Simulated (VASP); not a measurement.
Wanted: the native input for a VASP 6.6.1 run.

| Quantity | Value |
| --- | --- |
| Task | single point |
| Functional | r2SCAN |
| Potentials or basis | VASP PAW PBE potentials, release 64 (Cd, Te) |
| Cutoff | 520 eV |
| k mesh | 6 × 6 × 6 |
| Occupations | fermi-dirac, width 0.02 eV |
| Spin | no spin polarisation |
| Further INCAR settings | ALGO = Normal; EDIFF = 1e-06 |

The structure of CdTe lies in POSCAR:

```
CdTe
1.0
    0.0000000000      3.2050000000      3.2050000000
    3.2050000000      0.0000000000      3.2050000000
    3.2050000000      3.2050000000      0.0000000000
Cd Te
1 1
Direct
    0.0000000000      0.0000000000      0.0000000000
    0.2500000000      0.2500000000      0.2500000000
```

The input as run:

INCAR

```
PREC = Accurate
ENCUT = 520
EDIFF = 1E-6
ISMEAR = -1
SIGMA = 0.02
LREAL = False
LASPH = True
NELM = 80
ALGO = Normal
ISIF = 2
LWAVE = False
LCHARG = False
METAGGA = R2SCAN
LMIXTAU = True
KPAR = 4
```

KPOINTS

```
regular mesh
0
Gamma
  6 6 6
```

Potentials or basis: VASP PAW PBE potentials, release 64 (Cd, Te).

Run with:

```console
$ cat potpaw_PBE.64/Cd/POTCAR potpaw_PBE.64/Te/POTCAR > POTCAR
$ mpirun -np 4 vasp_std > vasp.out
```

Results of the run:

The pressure is 3.4 GPa. The band gap on the k mesh is 1.38 eV, direct.

Caveat: the PAW data sets were made with another functional, which shifts forces and pressure a little; spin-orbit coupling is left out, which moves the levels of the heavy elements.

Wall time 36 s on 4 MPI ranks on AMD EPYC 7R13 Processor (Zen 3), with other jobs on the host, peak memory 0.2 GiB a rank.
